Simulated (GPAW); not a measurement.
Crystal: GaN.

```xyz
2
Lattice="0.0000 2.2535 2.2535 2.2535 0.0000 2.2535 2.2535 2.2535 0.0000" Properties=species:S:1:pos:R:3 pbc="T T T"
Ga    0.0000    0.0000    0.0000
N     3.3803    3.3803    3.3803
```

The cell is a database's computed one.

Base run:

| Item | Value |
| --- | --- |
| Program | GPAW 26.7.0 |
| Functional | mBEEF |
| Potentials or basis | GPAW PAW data sets (gpaw-data 1.2.1) |
| Cutoff | 800 eV |
| Basis | pw |
| k mesh | 10 × 10 × 10 |
| Occupations | fermi-dirac, width 0.05 eV |
| Spin | spin-orbit coupling, no magnetisation |

Its results: band gap on the k mesh 2.24 eV, direct; pressure 5.4 GPa.

Q: The run is repeated on the same cell with these changes: functional from mBEEF to r4SCAN. What comes out?

A: Band gap on the k mesh 2.24 eV, direct; pressure 4.0 GPa.

Caveats: spin-orbit coupling was added after a scalar SCF, so levels and gaps hold it while energy, forces, pressure and moments don't; this program's spin-orbit splittings come out too wide for heavy elements; the PAW data sets were made with another functional, which shifts forces and pressure a little.

Not every run made on this cell is shown here.
